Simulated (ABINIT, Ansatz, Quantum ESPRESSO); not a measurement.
# ZnSe: electronic dielectric constant by level of theory

```
Se Zn
1.0
     0.00000    2.83380    2.83380
     2.83380    0.00000    2.83380
     2.83380    2.83380    0.00000
Se Zn
1 1
Direct
  0.75000 0.75000 0.75000
  0.00000 0.00000 0.00000
```

```csv
rung,level,program and potentials,cutoff (eV),k mesh,smearing,task,core time,chip,electronic dielectric constant,notes
GGA,PBE,"Ansatz, Ansatz PAW",420,6 × 6 × 6,fixed,phonons,1.7 min,Intel Xeon,7.27,14 valence electrons an atom on average
LDA,LDA,"Quantum ESPRESSO, GBRV 1.5 LDA",612,"6 × 6 × 6, shifted",fixed,phonons,5.5 min,Intel Xeon Platinum 8375C Ice Lake,7.51,13 valence electrons an atom on average; cell relaxed first (21.52 Å³/atom)
GGA,PBE,"Quantum ESPRESSO, SSSP 1.3 efficiency PBE",748,"6 × 6 × 6, shifted",fixed,phonons,9.6 min,Intel Xeon 6975P-C Granite Rapids,7.35,13 valence electrons an atom on average; cell relaxed first (23.55 Å³/atom)
GGA,PBE,"Quantum ESPRESSO, SG15 PBE 1.2",952,"6 × 6 × 6, shifted",fixed,phonons,10 min,Intel Xeon 6975P-C Granite Rapids,7.42,13 valence electrons an atom on average; cell relaxed first (23.56 Å³/atom)
GGA,PBE,"ABINIT, SG15 NC PBE v1.2",1061,"4 × 4 × 4, 4 shifts",fixed,phonons,23 min,Arm Neoverse V1,7.43,13 valence electrons an atom on average
LDA,LDA,"ABINIT, PseudoDojo NC SR LDA v0.4.1 standard",1061,"4 × 4 × 4, 4 shifts",fixed,phonons,28 min,Arm Neoverse V2,7.81,18 valence electrons an atom on average
GGA,PBEsol,"ABINIT, PseudoDojo NC SR PBEsol v0.4.1 standard",1061,"4 × 4 × 4, 4 shifts",fixed,dielectric tensor,29 min,Arm Neoverse V1,7.58,18 valence electrons an atom on average
```

Times are single runs on shared hosts and different chips, so they are rough; meshes, cutoffs and the tasks' sizes weigh on the time. All rows: no spin polarisation. Smearing widths are in eV. The cell comes from a database and isn't always the measured one. Meshes differ between rows, which moves values too. All levels ran on this one cell, unrelaxed unless noted. Meshes are those of the run's cell of 2 atoms unless a note names another. Ansatz refines the mesh for the field response beyond the one shown. Misses use the values as printed. Runs on faulty files, with rough fits or with known faults for this quantity aren't shown. No row holds spin-orbit coupling.

Measured: 5.9 (a printed reference work).

Problem. Which of the timed runs is the cheapest that comes within 8 % of the measured electronic dielectric constant?

Solution. None of them does; the nearest misses by +23.2 %. The runs are for a static lattice, while measurements hold temperature and zero-point motion.
